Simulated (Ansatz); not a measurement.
A run of Ansatz 0.2.0:

The input input.yaml:

```yaml
crystal:
  lattice:
    - [0.0, 2.135235, 2.135235]
    - [2.135235, 0.0, 2.135235]
    - [2.135235, 2.135235, 0.0]
  atoms:
    - { symbol: Ga, position: [0.0, 0.0, 0.0] }
    - { symbol: "N", position: [0.5, 0.5, 0.5] }
hamiltonian:
  xc: r2scan
  pseudopotentials: { kind: paw }
kpoints:
  mp_grid: { grid: [11, 11, 11] }
  band_path:
    path:
      - [[0.0, 0.0, 0.0], [0.5, 0.0, 0.5], [0.5, 0.25, 0.75], [0.375, 0.375, 0.75], [0.0, 0.0, 0.0], [0.5, 0.5, 0.5], [0.625, 0.25, 0.625], [0.5, 0.25, 0.75], [0.5, 0.5, 0.5], [0.375, 0.375, 0.75]]
      - [[0.625, 0.25, 0.625], [0.5, 0.0, 0.5]]
    npoints: 14
scf:
  occupations: { method: fermi_dirac, width: 0.05 }
  n_extra_bands: 6
output:
  forces: true
  stress: true
  eigenvalues: true
  fatbands: false
```

Potentials or basis: Ansatz PAW.

The run is started by

```sh
$ ansatz run input.yaml --threads 2 --pin off --max-ram 5632MiB --backend cpu --events-out ev --progress --plain --runs-dir out
```

Hardware: 2 threads of Arm Neoverse V1 (shared host).

Problem. How long does it take, and how much memory?

Solution. It took 2.7 s on 2 threads of Arm Neoverse V1 (shared host), peak memory 0.34 GiB. Counts: scf iterations 8, plane waves 531, k points 56, bands 15.
